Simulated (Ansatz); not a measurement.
## Vibrational response of BN at 11 GPa

These are results of Ansatz, DFT PBE, scalar-relativistic, plane waves, PAW, not measurements. Settings: 420 eV plane-wave cutoff, Γ-centred 12×12×6 mesh, fixed occupations. No spin polarisation. Phonons by linear response, acoustic sum rule imposed.

The cell, relaxed at 11 GPa:
```
CELL_PARAMETERS angstrom
2.53055 0.00000 0.00000
-1.26527 2.19152 0.00000
0.00000 0.00000 4.18565
ATOMIC_POSITIONS crystal
B 0.66667 0.33333 0.99970
B 0.33333 0.66667 0.49970
N 0.66667 0.33333 0.62530
N 0.33333 0.66667 0.12530
```

Optical modes at Γ (transverse, no macroscopic field); i marks an imaginary frequency:
| frequency (meV) | degeneracy | IR intensity of the level ((D/Å)²/amu) |
| --- | --- | --- |
| 58.8 | 2 | 0.00 |
| 121.3 | 2 | 0.00 |
| 122.5 | 1 | 0.00 |
| 129.4 | 1 | 28.32 |
| 133.4 | 2 | 51.04 |
| 140.2 | 1 | 0.00 |

All 9 optical modes at Γ are real: no displacement of atoms at fixed cell lowers the energy to second order. Strains and modes at other wave vectors aren't tested by this run.

| Item | Value |
| --- | --- |
| Electronic dielectric constant ε∞ (principal values) | 4.54, 4.54, 4.70 |
| Static dielectric constant ε0 (principal values) | 6.6, 6.6, 7.1 |
| Refractive index √ε∞, mean | 2.14 |
| Kohn–Sham gap on the mesh | 5.17 eV |
| Cost | 59 s on 1 thread of AMD EPYC 7R43 64-Core Processor (Zen 3) (shared host), peak memory 0.67 GiB |

Born effective charges (e):
| atom | Z*xx | Z*yy | Z*zz | mean |
| --- | --- | --- | --- | --- |
| B (atom 1) | 1.84 | 1.84 | 1.94 | 1.87 |
| N (atom 3) | -1.84 | -1.84 | -1.94 | -1.87 |

This wurtzite form isn't the usual stable structure of the compound at low pressure.